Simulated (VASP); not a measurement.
Write the native input for VASP 6.6.1 that does the following.

```yaml
Task: single point
Functional: PBEsol
Potentials_or_basis: VASP PAW PBE potentials, release 64 (H)
Cutoff: 520 eV
k_mesh: 3 × 3 × 2
Occupations: gaussian, width 0.05 eV
Spin: no spin polarisation
Dipole_correction: no
Further_INCAR_settings: LREAL = Auto; ALGO = Fast; EDIFF = 1e-06; NBANDS = 28
```

The structure of H (a cell with a defect) lies in POSCAR:

```
H
1.0
    5.7584689341      3.3246535892      0.0000000000
    0.0000000000     -6.6493071784      0.0000000000
    0.0000000000      0.0000000000    -10.0839384176
H
23
Direct
    0.3333333333      0.3333333333      0.9186727605
    1.0000000000      0.6666666667      0.4298289313
    1.0000000000      0.6666666667      0.9108921551
    0.6666666667      0.0000000000      0.4298289313
    0.6666666667      0.0000000000      0.9108921551
    0.5347572795      0.5347572795      0.1352810098
    0.6593161360      0.6593161360      0.6721161755
    0.3333333333      1.1319093872      0.1352810098
    0.3333333333      1.0073505306      0.6721161755
    1.1319093872      0.3333333333      0.1352810098
    1.0073505306      0.3333333333      0.6721161755
    0.6549014846      0.6549014846      0.1415915518
    0.6518918840      0.6518918840      0.5969956744
    0.3333333333      1.0117651821      0.1415915518
    0.3333333333      1.0147747827      0.5969956744
    1.0117651821      0.3333333333      0.1415915518
    1.0147747827      0.3333333333      0.5969956744
    0.3333333333      0.3333333333      0.1258230380
    0.3333333333      0.3333333333      0.8431191078
    1.0000000000      0.6666666667      0.3545445225
    1.0000000000      0.6666666667      0.8356308587
    0.6666666667      0.0000000000      0.3545445225
    0.6666666667      0.0000000000      0.8356308587
```

The cell isn't the ideal one: H vacancy, atoms relaxed.

The input as run:

INCAR

```
SYSTEM = H
  PREC = Accurate
  ENCUT = 520
  EDIFF = 1E-6
  ISMEAR = 0
  SIGMA = 0.05
  LREAL = Auto
  LASPH = .TRUE.
  NELM = 100
  ALGO = Fast
  ISIF = 2
  LWAVE = .FALSE.
  LCHARG = .FALSE.
  GGA = PS
  NBANDS = 28
```

KPOINTS

```
Automatic mesh
0
G
  3 3 2
  0 0 0
```

Potentials or basis: VASP PAW PBE potentials, release 64 (H).

Command:

```sh
$ cat potpaw_PBE.64/H/POTCAR > POTCAR
$ mpirun -np 1 vasp_std > vasp.out
```

It gave:

```
Pressure               : -0.2 GPa
Largest force          : 0.013 eV/Å
Band gap on the k mesh : none (metal or under the smearing width)
```

Caveat: the k mesh is coarse (spacing up to 0.36 Å⁻¹), so the values aren't converged; the PAW data sets were made with another functional, which shifts forces and pressure a little.

Wall time 72 s on 1 thread of Intel(R) Xeon(R) Platinum 8488C (Sapphire Rapids), on a shared host, peak memory 0.45 GiB.
